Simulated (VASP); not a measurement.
Here is a VASP 6.6.1 calculation.

INCAR

```
ALGO = Normal ; EDIFF = 1E-7
EDIFFG = -0.002 ; ENCUT = 520
GGA = PE ; IBRION = 2
ISIF = 3 ; ISMEAR = 0
LASPH = T ; LCHARG = F
LREAL = F ; LWAVE = F
NELM = 100 ; NSW = 80
PREC = Accurate ; SIGMA = 0.02
```

The input KPOINTS:

```
k-points
0
Gamma
  9 9 4
```

POSCAR

```
SiC
1.0
    3.0760000000      0.0000000000      0.0000000000
   -1.5380000000      2.6638941400      0.0000000000
    0.0000000000      0.0000000000      5.0480000000
Si C
2 2
Direct
    0.3333333300      0.6666666700      0.0000000000
    0.6666666700      0.3333333300      0.5000000000
    0.3333333300      0.6666666700      0.3850000000
    0.6666666700      0.3333333300      0.8850000000
```

Potentials or basis: VASP PAW PBE potentials, release 64 (Si, C).

Command:

```sh
$ cat potpaw_PBE.64/Si/POTCAR potpaw_PBE.64/C/POTCAR > POTCAR
$ mpirun -np 1 vasp_std > vasp.out
```

Q: What does it give for the space group after relaxing (to 0.05 Å)?

A: P6_3mc (No. 186).

Q: Estimate the relaxed volume.

A: 10.50 Å³/atom.

Q: Estimate the relaxed cell.

A: a = 3.092 Å, b = 3.092 Å, c = 5.074 Å, α = 90.00°, β = 90.00°, γ = 120.00°.

Step by step:
```
step  energy change (eV)  largest force (eV/Å)  pressure (GPa)  volume (Å³)
   1              0.0000                0.7512            3.64        41.36
   2             -0.0029                0.6246           -3.55        42.78
   3             -0.0396                0.0845           -0.45        42.09
   4             -0.0426                0.0252            0.05        41.99
   5             -0.0426                0.0123           -0.01        42.00
   6             -0.0426                0.0113            0.01        42.00
   7             -0.0426                0.0003            0.00        42.00
```

 Zero-point motion and thermal expansion aren't in these numbers.
